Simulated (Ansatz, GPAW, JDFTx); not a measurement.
MnO: programs and potentials compared

```xyz
2
Lattice="3.1451 0.0000 0.0000 1.5725 2.7237 0.0000 1.5725 0.9079 2.5679" Properties=species:S:1:pos:R:3 pbc="T T T"
Mn    0.0000    0.0000    0.0000
O     3.1451    1.8158    1.2840
```

The cell is a database's computed one, not the measured one.

Alike in all runs: task single point; functional PBEsol; k mesh 10 × 10 × 10; occupations gaussian, width 0.1 eV; collinear spin, ferromagnetic start; no spin-orbit coupling. The measured crystal is an antiferromagnetic insulator; the state found here is the runs' own. Pressure is positive in compression and, in plane waves, holds the error of the finite cutoff, which Ansatz's Pulay term estimates and takes out.

```json
{"program and potentials": "Ansatz, Ansatz PAW", "plane-wave cutoff (eV)": "420", "notes": "potentials made for PBE, which Ansatz adapts in part; Pulay term of +0.64 GPa included", "band gap (eV)": "no gap", "pressure (GPa)": "-7.00", "net moment per atom (μB)": "2.39"}
{"program and potentials": "JDFTx, PseudoDojo-SR-PBEsol-0.4.1-standard with smoothed tails", "plane-wave cutoff (eV)": "1306", "notes": "-", "band gap (eV)": "no gap", "pressure (GPa)": "-6.78", "net moment per atom (μB)": "2.40"}
{"program and potentials": "GPAW, PAW data sets generated for this functional", "plane-wave cutoff (eV)": "800", "notes": "-", "band gap (eV)": "no gap", "pressure (GPa)": "-5.80", "net moment per atom (μB)": "2.36"}
{"program and potentials": "Ansatz, all-electron LAPW, scalar-relativistic", "plane-wave cutoff (eV)": "-", "notes": "-", "band gap (eV)": "no gap", "pressure (GPa)": "-6.97", "net moment per atom (μB)": "2.39"}
```

None finds a gap. The pressure spans -7.00 (Ansatz, Ansatz PAW) to -5.80 GPa (GPAW, PAW data sets generated for this functional), with all-electron results at -6.97. The net moment per atom spans 2.36 (GPAW, PAW data sets generated for this functional) to 2.40 μB (JDFTx, PseudoDojo-SR-PBEsol-0.4.1-standard with smoothed tails), with all-electron results at 2.39. The state is the one that the start led to, which needn't be the lowest.

The functional is the same throughout but for its coding, so the spread measures potentials, basis and numerics; runs on potential files found faulty are left out.
